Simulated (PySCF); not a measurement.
**Dipole moment and polarisability of `C=CCC`**

C4H8.
Cartesian coordinates in Å at the GFN2-xTB level; atoms count from 1:
```
atom  x, y, z in Å
C1     1.8773    0.3011    0.5687
C2     0.6712    0.6814    0.1930
C3    -0.2505   -0.1374   -0.6533
C4    -1.5398   -0.4679    0.0982
H5     2.2888   -0.6490    0.2681
H6     2.5082    0.9198    1.1843
H7     0.2776    1.6390    0.5101
H8    -0.5006    0.4248   -1.5578
H9     0.2473   -1.0611   -0.9538
H10   -1.3170   -1.0427    0.9943
H11   -2.2084   -1.0527   -0.5293
H12   -2.0530    0.4440    0.3955
```

Level: CAM-B3LYP/def2-SVPD (PySCF), static field, nuclei fixed, core orbitals frozen in the response. The polarisability tensor in these axes (au):

```
x   62.36  0.23  5.42
y    0.23 45.32  1.30
z    5.42  1.30 44.72
```

Problem. Diagonalise the tensor; give its mean and Δα, where Δα² is half the sum of the squared differences of the eigenvalues.

Solution. Principal values 42.65, 45.84 and 63.91 au; mean 50.80 au = 7.53 Å³ = 8.38 × 10⁻⁴⁰ C²·m²/J; Δα = 19.86 au (39 % of the mean).

Problem. What is the dipole moment, and where does it point?

Solution. (-0.34, -0.05, -0.18) D, 0.39 D in size, pointing from the negative to the positive side. Measured along this direction, the outermost atoms are H6 at the negative end and H11 at the positive end.

Problem. What are the principal values of the traceless quadrupole moment, Θ = ½Σq(3rr − r²1), about the centre of nuclear charge?

Solution. -2.72, 0.78, 1.94 D·Å. The values depend on the origin, since the dipole doesn't vanish. The electronic extent ⟨r²⟩ about the same centre is 361 bohr², a root-mean-square distance of 1.78 Å for the 32 electrons.

Problem. What molar refraction does this α imply?

Solution. Lorentz–Lorenz: R = (4π/3)N_A α = 2.5225 cm³/(mol·Å³) × 7.53 Å³ = 19.0 cm³/mol, in the limit of long wavelengths.

Problem. Directions of the eigenvectors, and the extent of the frame along each?

Solution. Largest value along (0.96, 0.03, 0.27), where the nuclei span 5.06 Å; middle along (-0.14, 0.91, 0.39), 3.02 Å; least along (-0.24, -0.41, 0.88), 3.04 Å. 

Problem. Refractivity n − 1 of an ideal gas of it at 350 K and 1 atm, from the electronic α?

Solution. N = p/kT = 2.0968 × 10¹⁹ cm⁻³, so n − 1 = 2π × N × 7.53 × 10⁻²⁴ cm³ = 992 × 10⁻⁶ at long wavelengths, for an ideal gas.

Problem. What depolarisation ratio follows for Rayleigh scattering of linearly polarised light, taking the static tensor?

Solution. ρ = 3Δα²/(45ᾱ² + 4Δα²) = 1183.6/(116115 + 1578.2) = 0.0101.

The structure is a single GFN2-xTB conformer in the gas phase; no vibrational or solvent corrections.
